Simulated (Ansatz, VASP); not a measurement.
Tl: VASP beside Ansatz

```
Tl
1.0
    -1.94100    1.94100    1.94100
     1.94100   -1.94100    1.94100
     1.94100    1.94100   -1.94100
Tl
1
Direct
  0.00000 0.00000 0.00000
```

This isn't the form of Tl at room conditions, which is hcp.

Alike in both runs: task single point; functional PBE; k mesh 6 × 6 × 6; occupations gaussian, width 0.1 eV; no spin polarisation.

|  | VASP | Ansatz |
| --- | --- | --- |
| version | VASP 6.6.1 | Ansatz 0.2.0 |
| potentials or method | VASP PAW PBE potentials, release 64 (Tl_d) | scalar-relativistic, plane waves, PAW |
| plane-wave cutoff (eV) | 520 | 420 |
| valence electrons in the cell | 13 | 13 |

```csv
,VASP,Ansatz,Ansatz less VASP
gap on the k mesh at the Fermi level (eV),none,none,-
pressure (GPa),2.3,2.4,+0.07
```

A gap of «none» marks a metal or a gap that the smearing closes. The functional is the same, so the differences come from potentials, cutoffs and numerics.

Caveats: the k mesh is coarse (spacing up to 0.38 Å⁻¹), so the values aren't converged. The runs have no spin-orbit coupling, so splittings on Tl are missing.
